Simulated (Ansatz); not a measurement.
Runs of Ansatz 0.2.0 on GaSb. Symmetry: Immm, No. 71, orthorhombic system. Conventional cell: a = 3.112 Å, b = 5.350 Å, c = 5.787 Å, α = 90.00°, β = 90.00°, γ = 90.00°. Around Sb (site symmetry mmm) lie 6 Ga at 2.89 to 3.09 Å and 2 Sb at 3.11 Å. Around Ga (site symmetry mmm) lie 6 Sb at 2.89 to 3.09 Å and 2 Ga at 3.11 Å. Measurements of this composition are mostly on another form, of space group No. 216.

| task | level | spin | cell | k mesh | cutoff (eV) | screening (1/Å) | share of exact exchange | points for each segment of the path | gap on the mesh (eV) | pressure (GPa) | relaxed volume (Å³/atom) |
| --- | --- | --- | --- | --- | --- | --- | --- | --- | --- | --- | --- |
| relaxation of cell and atoms | PBEsol0 | off | relaxed | 5 × 5 × 5 | 420 | - | - | - | none | 0.0 | 22.19 |
| relaxation of cell and atoms | PBE0 | off | relaxed | 5 × 5 × 5 | 420 | - | - | - | none | 0.0 | 22.91 |
| single point | HSE06 form with a typed share of exact exchange | off | as given | 5 × 5 × 5 | 420 | 0.6 | 0.25 | - | none | -0.7 | - |
| band structure | HSE06 | off | as given | 5 × 5 × 5 | 420 | - | - | 4 | none | -1.8 | - |
| single point | r2SCANh | off | as given | 5 × 5 × 5 | 500 | - | - | - | none | (c) | - |
| single point | PBEsol0 | off | as given | 5 × 5 × 5 | 420 | - | - | - | none | (b) | - |
| relaxation of cell and atoms | HSE03 | off | relaxed | 5 × 5 × 5 | 420 | - | - | - | none | 0.0 | 23.58 |
| band structure | HSE03 | off | as given | 5 × 5 × 5 | 420 | - | - | 4 | none | -1.5 | - |
| relaxation of cell and atoms | B3LYP | off | relaxed | 5 × 5 × 5 | 420 | - | - | - | none | 0.0 | (d) |
| single point | HSE06 form with a typed share of exact exchange | off | as given | 5 × 5 × 5 | 420 | 0.2 | 0.25 | - | none | -1.9 | - |
| single point | HSE06 | SOC, no magnetisation | as given | 4 × 4 × 4 | 420 | - | - | - | none | (a) | - |
| single point | PBE0 | off | as given | 5 × 5 × 5 | 420 | - | - | - | none | -2.0 | - |

Alike in all rows: potentials or basis Ansatz PAW; smearing fermi-dirac 0.05 eV; the mesh is coarse, so values aren't converged.

Question: Estimate the missing entries.

Answer: (a) -3.1; (b) -4.0; (c) -2.1; (d) 25.31.

Caveats: all runs use coarse meshes; the PAW data sets come from PBE, with cores solved anew for the run's functional, which leaves a small shift of forces and pressure; the thresholds are loose for stress (some runs); the plane-wave basis is chosen anew once the cell has moved, so the energies of steps on either side of that aren't comparable (some runs); spin-orbit coupling is left out, which moves the levels of the heavy elements (some runs).

A k mesh can miss the band edges, and rows without SOC leave out spin-orbit coupling on Ga, Sb.

A gap of «none» marks a metal or a gap under the smearing width.
